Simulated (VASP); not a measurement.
Si:

```xyz
3
Lattice="4.3943 0.0000 0.0000 -2.1971 3.8056 0.0000 0.0000 0.0000 2.6937" Properties=species:S:1:pos:R:3 pbc="T T T"
Si    0.0000    0.0000    0.0000
Si    0.0000    2.5370    1.3469
Si    2.1971    1.2685    1.3469
```

The cell was built by a generator and needn't be a form met in nature.

| Quantity | Value |
| --- | --- |
| Program | VASP 6.6.1 |
| Task | relaxation of cell and atoms |
| Functional | PBEsol |
| Potentials or basis | VASP PAW PBE potentials, release 64 (Si) |
| Cutoff | 600 eV |
| k mesh | 8 × 8 × 12 |
| Occupations | fermi-dirac, width 0.1 eV |
| Spin | no spin polarisation |

At the start: pressure -3.9 GPa; volume 15.02 Å³/atom.

Task: Where does the relaxation end?

Result: Over 9 steps the energy falls by 23.4 meV/atom and the volume is 14.45 Å³/atom (-3.7 %); space group P6/mmm (No. 191, to 0.05 Å).

The path:
```tsv
step	energy change (eV)	largest force (eV/Å)	pressure (GPa)	volume (Å³)
1	0.0000	0.0000	-3.89	45.05
2	-0.0332	0.0000	1.30	42.70
3	-0.0333	0.0000	1.02	42.82
4	-0.0581	0.0000	1.76	42.55
5	-0.0053	0.0000	5.14	41.81
6	-0.0628	0.0000	2.31	42.40
7	-0.0687	0.0000	-0.70	43.70
8	-0.0699	0.0000	0.15	43.30
9	-0.0701	0.0000	-0.01	43.36
```

Final structure:
```xyz
3
Lattice="4.4326 0.0000 0.0000 -2.2163 3.8388 0.0000 0.0000 0.0000 2.5481" Properties=species:S:1:pos:R:3 pbc="T T T"
Si    4.4326    0.0000    0.0000
Si    0.0000    2.5592    1.2740
Si    2.2163    1.2796    1.2740
```

Caveat: the PAW data sets were made with another functional, which shifts forces and pressure a little.
